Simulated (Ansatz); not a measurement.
# Relaxing BP

All numbers below come from DFT PBEsol, scalar-relativistic, plane waves, PAW in Ansatz 0.2.0. (420 eV cutoff, 10×10×10 k-mesh, Gaussian smearing of 0.02 eV, no spin polarisation)

What was changed: relaxed at 20 GPa.

Input:

```yaml
crystal:
  lattice:
    - [0.0, 2.1863908456, 2.1863908456]
    - [2.1863908456, 0.0, 2.1863908456]
    - [2.1863908456, 2.1863908456, 0.0]
  atoms:
    - { symbol: B, position: [0.0, 0.0, 0.0] }
    - { symbol: P, position: [0.25, 0.25, 0.25] }
basis:
  ecutwfc: 420
kpoints:
  mp_grid: { grid: [10, 10, 10] }
hamiltonian:
  xc: pbesol
scf:
  occupations: { method: gaussian, width: 0.02 }
output:
  forces: true
  stress: true
  eigenvalues: true
relax:
  adjacent_minimum: "off"
  f_tol: 0.008
  max_steps: 50
  cell: { stress_tol: 0.08, p_target: 20.0 }
```

F is the free energy. Steps run on the plane waves of an earlier cell, but the last one, and at times one on the way, on a freshly chosen basis, so a repeated geometry can differ a little in energy. The relaxation lowers the enthalpy F + PV at the target pressure, so F itself can rise.

Steps:

```csv
step,F − F(1) (eV),largest force component (eV/Å),V (Å³/atom),P (GPa)
1,0.0000,0.000,10.452,20.30
2,-0.0019,0.000,10.459,20.12
3,-0.0033,0.000,10.465,20.00
4,-0.0033,0.000,10.465,20.00
```

Relaxed structure:

```cif
data_structure
_symmetry_space_group_name_H-M 'P 1'
_symmetry_Int_Tables_number 1
_cell_length_a 3.0933
_cell_length_b 3.0933
_cell_length_c 3.0933
_cell_angle_alpha 60.000
_cell_angle_beta 60.000
_cell_angle_gamma 60.000
_cell_volume 20.93
loop_
_atom_site_label
_atom_site_type_symbol
_atom_site_fract_x
_atom_site_fract_y
_atom_site_fract_z
_atom_site_occupancy
B1 B 0.00000 0.00000 0.00000 1
P1 P 0.25000 0.25000 0.25000 1
```

It takes space group F-43m (No. 216, cubic). Conventional cell: a = 4.375 Å, b = 4.375 Å, c = 4.375 Å, α = 90.00°, β = 90.00°, γ = 90.00°. B (site symmetry -43m) is surrounded by 4 P at 1.89 Å. Around P (site symmetry -43m) lie 4 B at 1.89 Å.

The run converged. The run took of the order of 6 core-seconds.